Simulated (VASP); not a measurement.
BeSe, 2 atoms in the cell. The structure is cubic, space group F-43m (No. 216). The conventional cell has a = 5.070 Å, b = 5.070 Å, c = 5.070 Å, α = 90.00°, β = 90.00°, γ = 90.00°. Be (site symmetry -43m) has 4 Se at 2.20 Å as nearest neighbours. Se (site symmetry -43m) has 4 Be at 2.20 Å as nearest neighbours. The cell comes from a database or a generator and needn't be the stable form of this composition.

- Program: VASP 6.6.1
- Task: dielectric tensor
- Functional: PBE
- Potentials or basis: VASP PAW PBE potentials, release 64 (Be, Se)
- Cutoff: 520 eV
- k mesh: 9 × 9 × 9
- Occupations: gaussian, width 0.01 eV
- Spin: no spin polarisation
- Dipole correction: no
- Further INCAR settings: ALGO = Normal; EDIFF = 1e-08

Potentials or basis: VASP PAW PBE potentials, release 64 (Be, Se).

The run is started by

```console
$ cat potpaw_PBE.64/Be/POTCAR potpaw_PBE.64/Se/POTCAR > POTCAR
$ mpirun -np 1 vasp_std > vasp.out
```

Hardware: 1 thread of Intel(R) Xeon(R) 6975P-C (Granite Rapids) (shared host).

Question: How long does it take, and how much memory?

Answer: It took 72 s on 1 thread of Intel(R) Xeon(R) 6975P-C (Granite Rapids), on a shared host, peak memory 0.24 GiB. Counts: scf iterations 97, k points 35.
